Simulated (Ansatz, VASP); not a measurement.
# One calculation of TiSi2, two programs

```
CELL_PARAMETERS angstrom
2.07933 0.00000 0.00000
0.00000 3.43185 0.00000
0.00000 0.00000 6.02585
ATOMIC_POSITIONS crystal
Ti 0.50000 0.50000 0.00000
Si 0.00000 0.23832 0.50000
Si 0.00000 0.76168 0.50000
```

Alike in both runs: task single point; functional PBE; k mesh 8 × 6 × 4; occupations gaussian, width 0.1 eV; no spin polarisation.

|  | VASP | Ansatz |
| --- | --- | --- |
| version | VASP 6.6.1 | Ansatz 0.2.0 |
| potentials or method | VASP PAW PBE potentials, release 64 (Ti_sv, Si) | scalar-relativistic, plane waves, PAW |
| plane-wave cutoff (eV) | 520 | 420 |
| valence electrons in the cell | 20 | 20 |

```tsv
	VASP	Ansatz	Ansatz less VASP
gap on the k mesh at the Fermi level (eV)	none	none	-
rms of the force components (eV/Å)	5.885	5.944	+0.0587
```

Atom by atom the forces differ by 0.059 eV/Å (rms over components). A gap of «none» marks a metal or a gap that the smearing closes. The functional is the same, so the differences come from potentials, cutoffs and numerics.

Caveats: the k mesh is coarse (spacing up to 0.38 Å⁻¹), so the values aren't converged; forces of over 1 eV/Å show positions far from the minimum, so gaps and moduli don't describe the material at rest.
